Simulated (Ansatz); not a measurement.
# What a trial cell of I relaxes into

Computed with DFT PBE, scalar-relativistic, plane waves, PAW (Ansatz). Cutoff 420 eV, Γ-centred k mesh, Gaussian smearing, no spin polarisation in the final step.

I was placed on the sites of a reported C cell (R-3m, No. 166), at a guessed volume.

```
I
1.0
     2.02407    1.16860   29.34626
    -2.02407    1.16860   29.34626
     0.00000   -2.33719   29.34626
I
8
Direct
  0.23900 0.23900 0.23900
  0.76100 0.76100 0.76100
  0.09400 0.09400 0.09400
  0.90600 0.90600 0.90600
  0.03100 0.03100 0.03100
  0.96900 0.96900 0.96900
  0.36500 0.36500 0.36500
  0.63500 0.63500 0.63500
```

Steps on the 6×6×6 mesh (8 atoms). 12 of 18 steps are shown, and the free energy counts from the last. Trial steps that were taken back and renewals of the plane-wave basis can be among the rows.

| step | ΔF (meV/atom) | V (Å³/atom) | P (GPa) | largest force component (eV/Å) |
| --- | --- | --- | --- | --- |
| 1 | 4967.0 | 52.06 | 46.68 | 0.873 |
| 3 | 1895.3 | 62.69 | 18.99 | 0.552 |
| 4 | 1089.1 | 68.39 | 11.44 | 0.419 |
| 6 | 379.7 | 79.95 | 1.67 | 0.024 |
| 7 | 337.0 | 78.18 | 0.50 | 0.048 |
| 9 | 311.9 | 71.32 | -0.18 | 0.033 |
| 10 | 305.4 | 67.32 | -0.05 | 0.022 |
| 12 | 300.1 | 62.45 | 0.07 | 0.032 |
| 13 | 143.5 | 62.45 | 3.53 | 0.033 |
| 15 | 5.6 | 74.18 | 0.39 | 0.116 |
| 16 | 1.4 | 77.04 | 0.05 | 0.053 |
| 18 | 0.0 | 76.98 | 0.03 | 0.012 |

A final relaxation ran on a 9×9×9 mesh. The relaxed crystal, R-3m (No. 166):

```
I
1.0
     2.77618    1.60283   23.26572
    -2.77618    1.60283   23.26572
     0.00000   -3.20566   23.26572
I
8
Direct
  0.22828 0.22828 0.22828
  0.77172 0.77172 0.77172
  0.10512 0.10512 0.10512
  0.89488 0.89488 0.89488
  0.03508 0.03508 0.03508
  0.96492 0.96492 0.96492
  0.36842 0.36842 0.36842
  0.63158 0.63158 0.63158
```

| Item | Value |
| --- | --- |
| Volume per atom | 77.6 Å³ |
| Density | 2.7 g/cm³ |
| Energy over the standard structure | 0.30 eV/atom |
| Gap on the 9×9×9 mesh | 0 eV (a metal) |

Energies count from the standard state of I at the same level.

The final run used a 9×9×9 mesh on its 8-atom cell and 0.10 eV smearing. The k mesh leaves about 4 meV/atom of noise in metals. Weakly bound directions are ill-defined at this level, which has no dispersion term. Spin–orbit coupling is left out.

Symmetry constrained the relaxation, so the result can be a saddle point.